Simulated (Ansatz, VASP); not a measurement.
One calculation of InAs, two programs

```
In As
1.0
     0.00000    3.01800    3.01800
     3.01800    0.00000    3.01800
     3.01800    3.01800    0.00000
In As
1 1
Direct
  0.00000 0.00000 0.00000
  0.25000 0.25000 0.25000
```

Alike in both runs: task relaxation of cell and atoms; functional r2SCAN; k mesh 10 × 10 × 10; occupations gaussian, width 0.01 eV; no spin polarisation.

|  | VASP | Ansatz |
| --- | --- | --- |
| version | VASP 6.6.1 | Ansatz 0.2.0 |
| potentials or method | VASP PAW PBE potentials, release 64 (In_d, As) | scalar-relativistic, plane waves, PAW |
| plane-wave cutoff (eV) | 600 | 500 |
| valence electrons in the cell | 18 | 28 |

Ansatz gave:

| Property | Result |
| --- | --- |
| gap on the k mesh at the Fermi level, each at its own relaxed structure (eV) | 0.08 |
| relaxed volume (Å³/atom) | 28.49 |
| relaxed cell length with the largest relative difference (Å) | 4.319 |
| energy change over the relaxation (meV/atom) | -7 |

Estimate VASP's values.

gap on the k mesh at the Fermi level, each at its own relaxed structure (eV): 0.08; relaxed volume (Å³/atom): 28.50; relaxed cell length with the largest relative difference (Å): 4.320; energy change over the relaxation (meV/atom): -7.

The two sets of potentials don't hold the same shells in valence.

Caveats: the PAW data sets were made with another functional, which shifts forces and pressure a little (VASP); spin-orbit coupling is left out, which moves the levels of the heavy elements. r2SCAN opens gaps a little over a GGA but as a rule still falls short of measured ones. Zero-point motion and thermal expansion aren't in these numbers.
